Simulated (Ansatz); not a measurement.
Crystal: SiC (Moissanite).

```
CELL_PARAMETERS angstrom
3.07600 0.00000 0.00000
-1.53800 2.66389 0.00000
0.00000 0.00000 5.04800
ATOMIC_POSITIONS crystal
Si 0.66667 0.33333 0.50000
Si 0.33333 0.66667 0.00000
C 0.66667 0.33333 0.88500
C 0.33333 0.66667 0.38500
```

Program: Ansatz 0.2.0. Alike in all runs: no spin polarisation; cell as given; k mesh 10 × 10 × 5; smearing fermi-dirac 0.05 eV. Hardware: 2 threads of Arm Neoverse V2 (shared host).

Task: Order these runs on this cell by their wall time, lowest first.
A. task band structure; level PBE; potentials or basis PseudoDojo standard (PBE files); cutoff (eV) 1116; points for each segment of the path 14
B. task single point; level PBE; potentials or basis Ansatz PAW; cutoff (eV) 500
C. task band structure; level rPW86-PBE; potentials or basis Ansatz PAW; cutoff (eV) 420; points for each segment of the path 14

Result: B (1.7 s), C (5 s), A (10 s).
